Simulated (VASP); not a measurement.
# Se (R-3m) in VASP: a series of runs

The runs below take Se through relaxation of cell and atoms, with LDA.

All numbers are computed with VASP 6.6.1; they aren't measurements. Logs are shortened: lines on timing, memory, paths and dates and some standing lists are left out, and cuts for length are marked.

## (1) The structure

Symmetry: R-3m, No. 166, trigonal system. The conventional cell has a = 3.850 Å, b = 3.850 Å, c = 2.645 Å, α = 90.00°, β = 90.00°, γ = 120.00°. Around Se (site symmetry -3m) lie 8 Se at 2.39 to 2.65 Å.

This isn't the form of Se at room conditions, which is trigonal, of chains.

## (2) Relaxation of cell and atoms, LDA, target pressure 125 GPa, at which the enthalpy is minimised

Contents of INCAR:

```
PREC = Accurate
ENCUT = 600
EDIFF = 1E-6
ISMEAR = 0
SIGMA = 0.03
LREAL = F
LASPH = T
NELM = 80
ALGO = Normal
ISIF = 3
LWAVE = F
LCHARG = F
GGA = CA
IBRION = 2
NSW = 90
EDIFFG = -0.01
PSTRESS = 1250.0
```

Contents of KPOINTS:

```
regular mesh
0
Gamma
  15 15 13
```

Contents of POSCAR:

```
Se
1.0
    1.9250000000      1.1113992682      0.8816666667
   -1.9250000000      1.1113992682      0.8816666667
    0.0000000000     -2.2227985364      0.8816666667
Se
1
Direct
    0.0000000000      0.0000000000      0.0000000000
```

Potentials or basis: VASP PAW LDA potentials, release 64 (Se).

On the command line:

```console
> cat potpaw_LDA.64/Se/POTCAR > POTCAR
> mpirun -np 1 vasp_std > vasp.out
```

OUTCAR:

```text
PREC = Accurate
   ENCUT = 600
   EDIFF = 1E-6
   ISMEAR = 0
   LREAL = F
   LASPH = T
   NELM = 80
   ISIF = 3
   GGA = CA
   IBRION = 2
   NSW = 90
   EDIFFG = -0.01
   PSTRESS = 1250.0

 ion  position               nearest neighbor table
   1  0.000  0.000  0.000-

  LATTYP: Found a trigonal (rhomboedric) cell.
 ALAT       =     2.3912694211
 COS(alpha) =    -0.2960878603

  Lattice vectors:

 A1 = (   1.9250000000,   1.1113992682,   0.8816666667)
 A2 = (  -1.9250000000,   1.1113992682,   0.8816666667)
 A3 = (   0.0000000000,  -2.2227985364,   0.8816666667)

Analysis of symmetry for initial positions (statically):
=====================================================================
 Subroutine PRICEL returns:
 Original cell was already a primitive cell.

 Routine SETGRP: Setting up the symmetry group for a
 trigonal (rhombohedral) supercell.

 Subroutine GETGRP returns: Found 12 space group operations
 (whereof 12 operations were pure point group operations)
 out of a pool of 12 trial point group operations.

The static configuration has the point symmetry D_3d.

Analysis of symmetry for dynamics (positions and initial velocities):
=====================================================================
 Subroutine PRICEL returns:
 Original cell was already a primitive cell.

 Routine SETGRP: Setting up the symmetry group for a
 trigonal (rhombohedral) supercell.

 Subroutine GETGRP returns: Found 12 space group operations
 (whereof 12 operations were pure point group operations)
 out of a pool of 12 trial point group operations.

The dynamic configuration has the point symmetry D_3d.

 Subroutine INISYM returns: Found 12 space group operations
 (whereof 12 operations are pure point group operations),
 and found     1 'primitive' translations

----------------------------------------------------------------------------------------

                                     Primitive cell

  volume of cell :      11.3177

  direct lattice vectors                    reciprocal lattice vectors
     1.925000000  1.111399268  0.881666667     0.259740260  0.149961109  0.378071834
    -1.925000000  1.111399268  0.881666667    -0.259740260  0.149961109  0.378071834
     0.000000000 -2.222798536  0.881666667     0.000000000 -0.299922218  0.378071834

  length of vectors
     2.391269421  2.391269421  2.391269421     0.482588487  0.482588487  0.482588487

  position of ions in fractional coordinates (direct lattice)
     0.000000000  0.000000000  0.000000000

  ion indices of the primitive-cell ions
   primitive index   ion index
                 1           1

----------------------------------------------------------------------------------------

 KPOINTS: regular mesh

Automatic generation of k-mesh.
 Grid dimensions read from file:
 generate k-points for:   15   15   13

 Generating k-lattice:

  Cartesian coordinates                     Fractional coordinates (reciprocal lattice)
     0.017316017  0.009997407  0.025204789     0.066666667  0.000000000  0.000000000
    -0.017316017  0.009997407  0.025204789     0.000000000  0.066666667  0.000000000
     0.000000000 -0.023070940  0.029082449     0.000000000  0.000000000  0.076923077

  Length of vectors
     0.032172566  0.032172566  0.037122191

  Shift w.r.t. Gamma in fractional coordinates (k-lattice)
     0.000000000  0.000000000  0.000000000

 -----------------------------------------------------------------------------
|                                                                             |
|           W    W    AA    RRRRR   N    N  II  N    N   GGGG   !!!           |
|           W    W   A  A   R    R  NN   N  II  NN   N  G    G  !!!           |
|           W    W  A    A  R    R  N N  N  II  N N  N  G       !!!           |
|           W WW W  AAAAAA  RRRRR   N  N N  II  N  N N  G  GGG   !            |
|           WW  WW  A    A  R   R   N   NN  II  N   NN  G    G                |
|           W    W  A    A  R    R  N    N  II  N    N   GGGG   !!!           |
|                                                                             |
|     Your reciprocal lattice and k-lattice belong to different lattice       |
[... 15 lines left out ...]
 Found    784 irreducible k-points:

 Following reciprocal coordinates:
            Coordinates               Weight
  0.000000  0.000000  0.000000      1.000000
  0.066667 -0.000000  0.000000      4.000000
  0.133333 -0.000000  0.000000      4.000000
  0.200000  0.000000  0.000000      4.000000
  0.266667 -0.000000  0.000000      4.000000
  0.333333  0.000000  0.000000      4.000000
[... 16 lines left out ...]
  0.133333  0.133333  0.000000      2.000000
  0.200000  0.133333  0.000000      4.000000
 [... further k-points ...]
   k-points           NKPTS =    784   k-points in BZ     NKDIM =    784   number of bands    NBANDS=      7
   number of dos      NEDOS =    301   number of ions     NIONS =      1
   total plane-waves  NPLWV =   8000
   dimension x,y,z NGX =    20 NGY =   20 NGZ =   20
   dimension x,y,z NGXF=    40 NGYF=   40 NGZF=   40
   ions per type =               1
   NGX,Y,Z   is equivalent  to a cutoff of  13.90, 13.90, 13.90 a.u.
   NGXF,Y,Z  is equivalent  to a cutoff of  27.81, 27.81, 27.81 a.u.
 SYSTEM =  unknown system
   PREC   = accura    normal or accurate (medium, high low for compatibility)
   ISTART =      0    job   : 0-new  1-cont  2-samecut
   ICHARG =      2    charge: 1-file 2-atom 10-const
   ISPIN  =      1    spin polarized calculation?
   LNONCOLLINEAR =      F non collinear calculations
   LSORBIT =      F    spin-orbit coupling
   LASPH  =      T    aspherical Exc in radial PAW
   ENCUT  =  600.0 eV  44.10 Ry    6.64 a.u.   4.78  4.78  4.78*2*pi/ulx,y,z
   NELM   =     80;   NELMIN=  2; NELMDL= -5     # of ELM steps
   EDIFF  = 0.1E-05   stopping-criterion for ELM
   LREAL  =      F    real-space projection
   EDIFFG = -.1E-01   stopping-criterion for IOM
   NSW    =     90    number of steps for IOM
   IBRION =      2    ionic relax: 0-MD 1-quasi-New 2-CG
   NFREE  =      1    steps in history (QN), initial steepest desc. (CG)
   ISIF   =      3    stress and relaxation
   ISYM   =      2    0-nonsym 1-usesym 2-fastsym
   POTIM  = 0.5000    time-step for ionic-motion
   TEBEG  =    0.0;   TEEND  =   0.0 temperature during run
   PSTRESS= 1250.0 pullay stress
   NELECT =       6.0000    total number of electrons
   NUPDOWN=      -1.0000    fix difference up-down
   EMIN   =  10.00;   EMAX   =-10.00  energy-range for DOS
   EFERMI =   0.00;   METHOD = LEGACY
   ISMEAR =     0;   SIGMA  =   0.03  broadening in eV -4-tet -1-fermi 0-gaus
   EFERMI_NEDOS =   21; number of points for ismear=-14 and -15
   IALGO  =     38    algorithm
   IMIX   =      4    mixing-type and parameters
     AMIX     =   0.40;   BMIX     =  1.00
     AMIX_MAG =   1.60;   BMIX_MAG =  1.00
  volume/ion in A,a.u.               =      11.32        76.38
  Fermi-wavevector in a.u.,A,eV,Ry     =   1.324971  2.503832 23.885687  1.755548
  Thomas-Fermi vector in A             =   2.454466
   LORBIT       =      0    0 simple, 1 ext, 2 COOP (PROOUT), +10 PAW based schemes
   GGA     = CA    functional components
   LHFCALC =     F    Hartree Fock is set to
   AEXX    =    0.0000 exact exchange contribution
   IVDW    =     0    specifies the selected vdW correction
   LEPSILON=     F    determine dielectric tensor
   LRPA    =     F    only Hartree local field effects (RPA)
 conjugate gradient relaxation of ions
 non-spin polarized calculation
 Gauss-broadening in eV      SIGMA  =   0.03
  energy-cutoff  :      600.00
  volume of cell :       11.32
 maximum number of plane-waves:       393
   NGX =  9   NGY =  9   NGZ =  9

--------------------------------------- Ionic step        1  -------------------------------------------

 number of electron       6.0000000 magnetization

 Free energy of the ion-electron system (eV)
  ---------------------------------------------------
  ext. energy  EPLUGINS =         0.00000000
  ---------------------------------------------------
  free energy    TOTEN  =        -1.50153303 eV

  energy without entropy =       -1.50131027  energy(sigma->0) =       -1.50142165

------------------------ aborting loop because EDIFF is reached ----------------------------------------

  FORCE on cell =-STRESS in cart. coord.  units (eV):
  Direction    XX          YY          ZZ          XY          YZ          ZX
  --------------------------------------------------------------------------------------
  -------------------------------------------------------------------------------------
  Total       10.5764289     10.5764289     10.3651261      0.0000000      0.0000000      0.0000000
  in kB     1497.2458669   1497.2458669   1467.3329108      0.0000000      0.0000000      0.0000000
  external PRESSURE =     237.2748815 kB  Pullay stress =    1250.0000000 kB
[... 94 lines left out ...]
  energy  without entropy=       -1.9477092098  energy(sigma->0) =       -1.94781448

  enthalpy is  TOTEN    =         7.2942828051 eV   P V=        9.2422025621

[... ionic steps 4 to 8 ...]

--------------------------------------- Ionic step        9  -------------------------------------------

 number of electron       6.0000000 magnetization

------------------------ aborting loop because EDIFF is reached ----------------------------------------
[... 69 lines left out ...]
--------------------------------------- Ionic step       11  -------------------------------------------

 number of electron       6.0000000 magnetization

 Free energy of the ion-electron system (eV)
  ---------------------------------------------------
  ext. energy  EPLUGINS =         0.00000000
  ---------------------------------------------------
  free energy    TOTEN  =        -1.87683195 eV

  energy without entropy =       -1.87669422  energy(sigma->0) =       -1.87676309

 E-fermi :  14.4569     XC(G=0): -13.3371

 val. band max:       14.4428223861   @ k =  -0.4667   0.0000   0.0769
 cond. band min:      14.4727743702   @ k =  -0.1333  -0.2000   0.1538
 fundamental gap:      0.0299519841
 Fermi energy:        14.4568565503

 k-point     1 :       0.0000    0.0000    0.0000
  band No.  band energies     occupation
      1      -8.5290      2.00000
      2      20.5337      0.00000
      3      21.6874      0.00000
      4      21.6874      0.00000
      5      27.8832      0.00000
      6      27.8832      0.00000
      7      28.8570      0.00000
[... 221 lines left out ...]
 k-point    24 :       0.2000    0.1333    0.0000
  band No.  band energies     occupation
      1      -5.6724      2.00000
      2      10.8369      2.00000
      3      13.7675      2.00000
      4      18.0157      0.00000
      5      25.4675      0.00000
      6      27.5054      0.00000
      7      31.0445      0.00000

 [... further k-points ...]

------------------------ aborting loop because EDIFF is reached ----------------------------------------

  FORCE on cell =-STRESS in cart. coord.  units (eV):
  Direction    XX          YY          ZZ          XY          YZ          ZX
  --------------------------------------------------------------------------------------
  -------------------------------------------------------------------------------------
  Total        9.1708562      9.1708563      9.1665454      0.0000000      0.0000000      0.0000000
  in kB     1251.0801146   1251.0801153   1250.4920284      0.0000000      0.0000000      0.0000000
  external PRESSURE =       0.8840861 kB  Pullay stress =    1250.0000000 kB
[... 20 lines left out ...]
  energy  without entropy=       -1.8766942162  energy(sigma->0) =       -1.87676309

  enthalpy is  TOTEN    =         7.2861066748 eV   P V=        9.1629386295

 reached required accuracy - stopping structural energy minimisation
```

Run time: 2.7 min. Hardware: 1 thread of AMD EPYC 9R45 (Zen 5), shared host; peak memory 0.16 GiB.

What came out:

```yaml
Free_energy: -1.8768 eV
Relaxed_volume: 11.74 Å³/atom
Relaxed_cell: a = 2.454 Å, b = 2.454 Å, c = 2.454 Å, α = 108.57°, β = 108.57°, γ = 108.57°
Space_group_after_relaxing_to_0.05_Å: R-3m (No. 166)
Energy_change_on_relaxing_the_enthalpy_is_what_falls: -375.3 meV/atom
Ionic_steps: 11
Pressure_after_relaxing: 125.1 GPa
Band_gap_on_the_k_mesh: none (metal or under the smearing width)
```

The path:
```
step  energy change (eV)  largest force (eV/Å)  pressure (GPa)  volume (Å³)
   1              0.0000                0.0000          148.73        11.32
   2             -1.6831                0.0000           49.53        14.29
   3             -0.4464                0.0000          122.68        11.85
   4             -0.4082                0.0000          124.91        11.80
   5             -0.4006                0.0000          125.36        11.79
   6             -0.4002                0.0000          125.30        11.79
   7             -0.3992                0.0000          125.12        11.78
   8             -0.3975                0.0000          125.11        11.78
   9             -0.3939                0.0000          124.75        11.77
  10             -0.3772                0.0000          125.03        11.75
  11             -0.3753                0.0000          125.09        11.74
```

Final structure:
```xyz
1
Lattice="1.9927 1.1505 0.8538 -1.9927 1.1505 0.8538 0.0000 -2.3010 0.8538" Properties=species:S:1:pos:R:3 pbc="T T T"
Se    0.0000    0.0000    0.0000
```

Levels at points of the mesh, in eV from the Fermi level:
| k point | band 1 | band 2 | band 3 | band 4 | band 5 | band 6 | band 7 |
| --- | --- | --- | --- | --- | --- | --- | --- |
| (0.00, 0.00, 0.00) | -22.99 | 6.08 | 7.23 | 7.23 | 13.43 | 13.43 | 14.40 |

Caveat: the cell is relaxed towards a set pressure, so the enthalpy falls and the energy may rise.

## (3) Relaxation of cell and atoms, LDA, target pressure 125 GPa, at which the enthalpy is minimised

This run uses another cell than the first one, of 11.74 Å³/atom, 1.038 times its volume.

Changes to INCAR since step 2:

```diff
@@ -2,3 +2,3 @@
 ENCUT = 600
-EDIFF = 1E-6
+EDIFF = 1E-7
 ISMEAR = 0
@@ -15,3 +15,3 @@
 NSW = 90
-EDIFFG = -0.01
+EDIFFG = -0.005
 PSTRESS = 1250.0
```

KPOINTS is that of step 2.

Contents of POSCAR:

```
Se                                      
1.0
    1.9927396084      1.1505087497      0.8537753619
   -1.9927396084      1.1505087497      0.8537753619
    0.0000000000     -2.3010174994      0.8537753619
  Se            
     1
Direct
     0.0000000000000000    0.0000000000000000    0.0000000000000000
```

Potentials or basis: VASP PAW LDA potentials, release 64 (Se).

On the command line:

```console
> cat potpaw_LDA.64/Se/POTCAR > POTCAR
> mpirun -np 1 vasp_std > vasp.out
```

It took 49 s on 1 thread of AMD EPYC 9R45 (Zen 5), shared host; peak memory 0.16 GiB.

Results (log left out):

```
Free energy                                            : -1.8784 eV
Relaxed volume                                         : 11.75 Å³/atom
Relaxed cell                                           : a = 2.454 Å, b = 2.454 Å, c = 2.454 Å, α = 108.57°, β = 108.57°, γ = 108.57°
Space group after relaxing (to 0.05 Å)                 : R-3m (No. 166)
Energy change on relaxing (the enthalpy is what falls) : -1.5 meV/atom
Ionic steps                                            : 3
Pressure after relaxing                                : 125.0 GPa
Band gap on the k mesh                                 : none (metal or under the smearing width)
```

The path:
| step | energy change (eV) | largest force (eV/Å) | pressure (GPa) | volume (Å³) |
| --- | --- | --- | --- | --- |
| 1 | 0.0000 | 0.0000 | 125.08 | 11.74 |
| 2 | -0.0075 | 0.0000 | 124.63 | 11.75 |
| 3 | -0.0015 | 0.0000 | 124.99 | 11.75 |

Final structure:
```xyz
1
Lattice="1.9929 1.1506 0.8538 -1.9929 1.1506 0.8538 0.0000 -2.3012 0.8538" Properties=species:S:1:pos:R:3 pbc="T T T"
Se    0.0000    0.0000    0.0000
```

Levels at points of the mesh, in eV from the Fermi level:
```csv
k point,band 1,band 2,band 3,band 4,band 5,band 6,band 7
"(0.00, 0.00, 0.00)",-22.98,6.08,7.23,7.23,13.43,13.43,14.40
```

Caveat: the cell is relaxed towards a set pressure, so the enthalpy falls and the energy may rise.
